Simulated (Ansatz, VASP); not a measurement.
**CaS in VASP and in Ansatz**

```
Ca S
1.0
     0.00000    2.84795    2.84795
     2.84795    0.00000    2.84795
     2.84795    2.84795    0.00000
Ca S
1 1
Direct
  0.00000 0.00000 0.00000
  0.50000 0.50000 0.50000
```

Alike in both runs: task single point; functional r2SCAN; k mesh 6 × 6 × 6; no spin polarisation.

```csv
,VASP,Ansatz
version,VASP 6.6.1,Ansatz 0.2.0
potentials or method,"VASP PAW PBE potentials, release 64 (Ca_sv, S)",plane waves
plane-wave cutoff (eV),520,500
occupations,"methfessel-paxton of order 1, width 0.2 eV","cold, width 0.2 eV"
valence electrons in the cell,16,16
```

Ansatz gave:

- gap on the k mesh at the Fermi level (eV): 2.80
- pressure (GPa): 0.0

Q: Estimate VASP's values.

A: gap on the k mesh at the Fermi level (eV): 2.80; pressure (GPa): 0.3.

Caveats: the PAW data sets were made with another functional, which shifts forces and pressure a little (VASP). A k mesh can miss the band edges. r2SCAN opens gaps a little over a GGA but as a rule still falls short of measured ones.
